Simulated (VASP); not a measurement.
# KI (Fm-3m) in VASP: settings compared, part 2 of 2

VASP 6.6.1.

**4. Relaxation of cell and atoms, r2SCAN**

Input file INCAR:

```
SYSTEM = KI
ALGO = Normal
EDIFF = 1E-6
EDIFFG = -0.01
ENCUT = 600
IBRION = 2
ISIF = 3
ISMEAR = 0
LASPH = .True.
LCHARG = .False.
LMIXTAU = .True.
LREAL = .False.
LWAVE = .False.
METAGGA = R2SCAN
NELM = 80
NSW = 90
PREC = Accurate
SIGMA = 0.03
```

Input file KPOINTS:

```
k-points
0
Gamma
  8 8 8
  0 0 0
```

Input file POSCAR:

```
KI
1.0
    0.0000000000      3.5327750000      3.5327750000
    3.5327750000      0.0000000000      3.5327750000
    3.5327750000      3.5327750000      0.0000000000
K I
1 1
Direct
    0.0000000000      0.0000000000      0.0000000000
    0.5000000000      0.5000000000      0.5000000000
```

Potentials or basis: VASP PAW PBE potentials, release 64 (K_sv, I).

Launch:

```
> cat potpaw_PBE.64/K_sv/POTCAR potpaw_PBE.64/I/POTCAR > POTCAR
> mpirun -np 1 vasp_std > vasp.out
```

OUTCAR:

```text
SYSTEM = KI
   EDIFF = 1E-6
   EDIFFG = -0.01
   ENCUT = 600
   IBRION = 2
   ISIF = 3
   ISMEAR = 0
   LASPH = .True.
   LREAL = .False.
   METAGGA = R2SCAN
   NELM = 80
   NSW = 90
   PREC = Accurate

 ion  position               nearest neighbor table
   1  0.000  0.000  0.000-   2 3.53   2 3.53   2 3.53   2 3.53   2 3.53   2 3.53
   2  0.500  0.500  0.500-   1 3.53   1 3.53   1 3.53   1 3.53   1 3.53   1 3.53

  LATTYP: Found a face centered cubic cell.
 ALAT       =     7.0655500000

  Lattice vectors:

 A1 = (   0.0000000000,   3.5327750000,   3.5327750000)
 A2 = (   3.5327750000,   0.0000000000,   3.5327750000)
 A3 = (   3.5327750000,   3.5327750000,   0.0000000000)

Analysis of symmetry for initial positions (statically):
=====================================================================
 Subroutine PRICEL returns:
 Original cell was already a primitive cell.

 Routine SETGRP: Setting up the symmetry group for a
 face centered cubic supercell.

 Subroutine GETGRP returns: Found 48 space group operations
 (whereof 48 operations were pure point group operations)
 out of a pool of 48 trial point group operations.

The static configuration has the point symmetry O_h .

Analysis of symmetry for dynamics (positions and initial velocities):
=====================================================================
 Subroutine PRICEL returns:
[... 234 lines left out ...]
  ---------------------------------------------------
  ext. energy  EPLUGINS =         0.00000000
  ---------------------------------------------------
  free energy    TOTEN  =       -33.98562109 eV

  energy without entropy =      -33.98562109  energy(sigma->0) =      -33.98562109

 E-fermi :  -0.6628     XC(G=0):  -7.4552

 val. band max:       -0.8325332554   @ k =   0.0000   0.0000   0.0000
 cond. band min:       3.7372538076   @ k =   0.0000   0.0000   0.0000
 fundamental gap:      4.5697870630
 Fermi energy:        -0.6627569684

 k-point     1 :       0.0000    0.0000    0.0000
  band No.  band energies     occupation
      1     -30.5171      2.00000
      2     -13.2307      2.00000
      3     -13.2307      2.00000
      4     -13.2307      2.00000
      5     -11.6223      2.00000
      6      -0.8325      2.00000
      7      -0.8325      2.00000
      8      -0.8325      2.00000
      9       3.7373      0.00000
     10       6.2232      0.00000
     11       6.2232      0.00000
     12       6.2232      0.00000
[... 331 lines left out ...]
 k-point    24 :      -0.3750    0.2500    0.1250
  band No.  band energies     occupation
      1     -30.5150      2.00000
      2     -13.3302      2.00000
      3     -13.2461      2.00000
      4     -13.2383      2.00000
      5     -11.3842      2.00000
      6      -1.9122      2.00000
      7      -1.3676      2.00000
      8      -1.2087      2.00000
      9       5.7012      0.00000
     10       6.5548      0.00000
     11       7.2328      0.00000
     12       8.1148      0.00000

 [... further k-points ...]

------------------------ aborting loop because EDIFF is reached ----------------------------------------

  FORCE on cell =-STRESS in cart. coord.  units (eV):
  Direction    XX          YY          ZZ          XY          YZ          ZX
  --------------------------------------------------------------------------------------
  -------------------------------------------------------------------------------------
  Total       -0.0194935     -0.0194935     -0.0194935      0.0000000      0.0000000      0.0000000
  in kB       -0.3488982     -0.3488982     -0.3488982      0.0000000      0.0000000      0.0000000
  external PRESSURE =      -0.3488982 kB  Pullay stress =       0.0000000 kB
[... 17 lines left out ...]
  FREE ENERGIE OF THE ION-ELECTRON SYSTEM (eV)
  ---------------------------------------------------
  free  energy   TOTEN  =       -33.9856210941 eV

  energy  without entropy=      -33.9856210941  energy(sigma->0) =      -33.98562109

 reached required accuracy - stopping structural energy minimisation
```

CONTCAR:

```text
KI
   1.00000000000000
     0.0000000000000000    3.5505069410128591    3.5505069410128591
     3.5505069410128591    0.0000000000000000    3.5505069410128591
     3.5505069410128591    3.5505069410128591   -0.0000000000000000
  K               I
     1     1
Direct
     0.0000000000000000    0.0000000000000000    0.0000000000000000
     0.5000000000000000    0.5000000000000000    0.5000000000000000

  0.00000000E+00  0.00000000E+00  0.00000000E+00
  0.00000000E+00  0.00000000E+00  0.00000000E+00
```

Wall time 4.1 min (1 thread of Intel Xeon Platinum 8559C (Emerald Rapids), shared host); peak memory 0.27 GiB.

Results:

```yaml
Free_energy: -33.9856 eV
Relaxed_volume: 44.76 Å³/atom
Relaxed_cell: a = 5.021 Å, b = 5.021 Å, c = 5.021 Å, α = 60.00°, β = 60.00°, γ = 60.00°
Space_group_after_relaxing_to_0.05_Å: Fm-3m (No. 225)
Energy_gained_by_relaxing: 0.3 meV/atom
Ionic_steps: 3
Pressure_after_relaxing: 0.0 GPa
Band_gap_on_the_k_mesh: 4.57 eV, direct
```

Step by step:
| step | energy change (eV) | largest force (eV/Å) | pressure (GPa) | volume (Å³) |
| --- | --- | --- | --- | --- |
| 1 | 0.0000 | 0.0000 | 0.16 | 88.18 |
| 2 | -0.0004 | 0.0000 | 0.08 | 88.74 |
| 3 | -0.0005 | 0.0000 | -0.03 | 89.52 |

Final structure:
```yaml
crystal:
  lattice:
    - [0.00000, 3.55051, 3.55051]
    - [3.55051, 0.00000, 3.55051]
    - [3.55051, 3.55051, 0.00000]
  atoms:
    - { symbol: K, position: [0.00000, 0.00000, 0.00000] }
    - { symbol: I, position: [0.50000, 0.50000, 0.50000] }
```

Levels at points of the mesh, in eV from the valence-band top:
| k point | band 4 | band 5 | band 6 | band 7 | band 8 | band 9 | band 10 | band 11 | band 12 |
| --- | --- | --- | --- | --- | --- | --- | --- | --- | --- |
| (0.00, 0.00, 0.00) | -12.40 | -10.79 | 0.00 | 0.00 | 0.00 | 4.57 | 7.06 | 7.06 | 7.06 |
| (0.50, 0.00, 0.00) | -12.40 | -10.52 | -1.29 | -0.32 | -0.32 | 6.01 | 8.29 | 8.74 | 8.74 |
| (0.50, 0.50, 0.00) | -12.41 | -10.64 | -1.00 | -0.37 | -0.37 | 5.40 | 6.46 | 8.82 | 9.37 |

Caveat: the PAW data sets were made with another functional, which shifts forces and pressure a little; spin-orbit coupling is left out, which moves the levels of the heavy elements.

**5. Relaxation of cell and atoms, r2SCAN**

This run uses another cell than the first one, of 44.76 Å³/atom, 1.015 times its volume.

Edit INCAR of step 4 so:

```diff
@@ -2,4 +2,4 @@
 ALGO = Normal
-EDIFF = 1E-6
-EDIFFG = -0.01
+EDIFF = 1E-7
+EDIFFG = -0.005
 ENCUT = 600
```

KPOINTS is that of step 4.

Input file POSCAR:

```
KI                                      
1.0
    0.0000000000      3.5505069410      3.5505069410
    3.5505069410      0.0000000000      3.5505069410
    3.5505069410      3.5505069410     -0.0000000000
  K               I             
     1     1
Direct
     0.0000000000000000    0.0000000000000000    0.0000000000000000
     0.5000000000000000    0.5000000000000000    0.5000000000000000
```

Launch:

```
> cat potpaw_PBE.64/K_sv/POTCAR potpaw_PBE.64/I/POTCAR > POTCAR
> mpirun -np 1 vasp_std > vasp.out
```

Wall time 2.9 min (1 thread of Intel Xeon Platinum 8559C (Emerald Rapids), shared host); peak memory 0.28 GiB.

It converged, with:

```yaml
Free_energy: -33.9858 eV
Relaxed_volume: 44.70 Å³/atom
Relaxed_cell: a = 5.019 Å, b = 5.019 Å, c = 5.019 Å, α = 60.00°, β = 60.00°, γ = 60.00°
Space_group_after_relaxing_to_0.05_Å: Fm-3m (No. 225)
Energy_gained_by_relaxing: 0.0 meV/atom
Ionic_steps: 2
Pressure_after_relaxing: 0.0 GPa
Band_gap_on_the_k_mesh: 4.57 eV, direct
```

Final structure:
```yaml
crystal:
  lattice:
    - [0.00000, 3.54895, 3.54895]
    - [3.54895, 0.00000, 3.54895]
    - [3.54895, 3.54895, 0.00000]
  atoms:
    - { symbol: K, position: [0.00000, 0.00000, 0.00000] }
    - { symbol: I, position: [0.50000, 0.50000, 0.50000] }
```

Levels at points of the mesh, in eV from the valence-band top:
```tsv
k point	band 6	band 7	band 8	band 9	band 10	band 11
(0.00, 0.00, 0.00)	0.00	0.00	0.00	4.57	7.06	7.06
(0.50, 0.00, 0.00)	-1.29	-0.32	-0.32	6.01	8.29	8.74
(0.50, 0.50, 0.00)	-1.00	-0.37	-0.37	5.40	6.46	8.82
```

Caveat: the PAW data sets were made with another functional, which shifts forces and pressure a little; spin-orbit coupling is left out, which moves the levels of the heavy elements. A k mesh can miss the band edges.

**6. Summary**

| task | level | cell | gap on the mesh (eV) | pressure (GPa) |
| --- | --- | --- | --- | --- |
| relaxation of the atoms | PBE | atoms relaxed from: a relaxed cell with its volume scaled by 1.04 | 3.76 | -0.4 |
| relaxation of the atoms | PBE | atoms relaxed from: a relaxed cell with its volume scaled by 1.06 | 3.72 | -0.5 |
| relaxation of cell and atoms | r2SCAN | relaxed | 4.57 | 0.0 |

Alike in all rows: potentials or basis VASP PAW PBE potentials, release 64 (K_sv, I); no spin polarisation; k mesh 8 × 8 × 8; cutoff (eV) 600; smearing gaussian 0.03 eV.

Caveats: spin-orbit coupling is left out, which moves the levels of the heavy elements; the relaxation stopped at its first step, so nothing moved (some runs); the PAW data sets were made with another functional, which shifts forces and pressure a little (some runs).

Total energies depend on the potentials used, so only differences within one code and one set of settings carry meaning.
